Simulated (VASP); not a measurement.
Set up this calculation in VASP 6.6.1, as the native input.

```yaml
Task: band structure
Functional: PBE0
Potentials_or_basis: VASP PAW PBE potentials, release 64 (Ag, Cl)
Cutoff: 520 eV
k_mesh: 6 × 6 × 6
Occupations: gaussian, width 0.02 eV
Spin: no spin polarisation
Ladder: free
Grid_for_exact_exchange_PRECFOCK: Fast
Exchange_at_q_=_0: truncated
Further_INCAR_settings: ALGO = Normal; EDIFF = 1e-07; NBANDS = 16
```

Crystal: AgCl (Chlorargyrite).

```
Ag Cl
1.0
     0.00000    2.73500    2.73500
     2.73500    0.00000    2.73500
     2.73500    2.73500    0.00000
Ag Cl
1 1
Direct
  0.00000 0.00000 0.00000
  0.50000 0.50000 0.50000
```

These files were run (other wordings do the same):

POSCAR

```
AgCl
1.0
    0.0000000000      2.7350000000      2.7350000000
    2.7350000000      0.0000000000      2.7350000000
    2.7350000000      2.7350000000      0.0000000000
Ag Cl
1 1
Direct
    0.0000000000      0.0000000000      0.0000000000
    0.5000000000      0.5000000000      0.5000000000
```

INCAR.step1

```
SYSTEM = AgCl
PREC = Accurate
ENCUT = 520
EDIFF = 1E-5
ISMEAR = 0
SIGMA = 0.02
LREAL = .False.
LASPH = .True.
NELM = 60
ALGO = Normal
ISIF = 2
LWAVE = .True.
LCHARG = .False.
LMAXMIX = 4
NBANDS = 16
GGA = PE
KPAR = 4
```

INCAR.step2

```
SYSTEM = AgCl
PREC = Accurate
ENCUT = 520
EDIFF = 1E-7
ISMEAR = 0
SIGMA = 0.02
LREAL = .False.
LASPH = .True.
NELM = 60
ALGO = Normal
ISIF = 2
LWAVE = .False.
LCHARG = .False.
LMAXMIX = 4
GGA = PE
LHFCALC = .True.
AEXX = 0.25
PRECFOCK = Fast
HFRCUT = -1
NBANDS = 16
ISTART = 1
KPAR = 4
```

KPOINTS

```
regular mesh
0
Gamma
  6 6 6
  0 0 0
```

KPOINTS_OPT

```
path GXWKGLUWLK,UX
8
line-mode
reciprocal
 0.0000000000  0.0000000000  0.0000000000  G
 0.5000000000  0.0000000000  0.5000000000  X

 0.5000000000  0.0000000000  0.5000000000  X
 0.5000000000  0.2500000000  0.7500000000  W

 0.5000000000  0.2500000000  0.7500000000  W
 0.3750000000  0.3750000000  0.7500000000  K

 0.3750000000  0.3750000000  0.7500000000  K
 0.0000000000  0.0000000000  0.0000000000  G

 0.0000000000  0.0000000000  0.0000000000  G
 0.5000000000  0.5000000000  0.5000000000  L

 0.5000000000  0.5000000000  0.5000000000  L
 0.6250000000  0.2500000000  0.6250000000  U

 0.6250000000  0.2500000000  0.6250000000  U
 0.5000000000  0.2500000000  0.7500000000  W

 0.5000000000  0.2500000000  0.7500000000  W
 0.5000000000  0.5000000000  0.5000000000  L

 0.5000000000  0.5000000000  0.5000000000  L
 0.3750000000  0.3750000000  0.7500000000  K

 0.6250000000  0.2500000000  0.6250000000  U
 0.5000000000  0.0000000000  0.5000000000  X
```

Potentials or basis: VASP PAW PBE potentials, release 64 (Ag, Cl).

The run is started by

```sh
$ cat potpaw_PBE.64/Ag/POTCAR potpaw_PBE.64/Cl/POTCAR > POTCAR
$ cp INCAR.step1 INCAR
$ mpirun -np 4 vasp_std > vasp.out
$ cp INCAR.step2 INCAR
$ mpirun -np 4 vasp_std > vasp.out
```

It gave:

| Item | Value |
| --- | --- |
| Pressure | 3.4 GPa |
| Band gap on the k mesh | 3.08 eV, indirect (least direct gap 5.51 eV) |
| Band gap along the path | 3.08 eV, indirect (least direct gap 5.37 eV) |

Caveat: the PAW data sets were made with another functional, which shifts forces and pressure a little.

It took 17 min on 4 MPI ranks on AMD EPYC 9R14 (Zen 4), with other jobs on the host, peak memory 0.2 GiB a rank.
